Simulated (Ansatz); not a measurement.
Te2Pt (Moncheite) in Ansatz: the effect of functional

Te2Pt (Moncheite):

```
Pt Te
1.0
     3.98309    0.00000    0.00000
    -1.99154    3.44945    0.00000
     0.00000    0.00000    5.16609
Pt Te
1 2
Direct
  0.00000 0.00000 0.00000
  0.66667 0.33333 0.75000
  0.33333 0.66667 0.25000
```

The cell isn't the ideal one: volume scaled by 0.98.

Alike in all runs:

| Property | Result |
| --- | --- |
| Program | Ansatz 0.2.0 |
| Task | single point |
| Potentials or basis | Ansatz PAW |
| k mesh | 8 × 8 × 5 |
| Occupations | fermi-dirac, width 0.05 eV |
| Spin | no spin polarisation |

Task: One run gave: pressure 4.5 GPa; largest force 0.84 eV/Å. Which functional did it use?
A. r2SCAN
B. LDA
C. PBEsol

Result: B.

```tsv
functional	cutoff	pressure (GPa)	largest force (eV/Å)
LDA	420 eV (not typed: the program's choice for these potentials)	4.5	0.84
PBEsol	420 eV (not typed: the program's choice for these potentials)	6.7	1.00
r2SCAN	500 eV (not typed: the program's choice for these potentials)	9.8	1.11
```

Caveats: the PAW data sets come from PBE, with cores solved anew for the run's functional, which leaves a small shift of forces and pressure; forces of over 1 eV/Å show positions far from the minimum, so gaps and moduli don't describe the material at rest (some runs).

Runs at the PBE level aren't shown here.
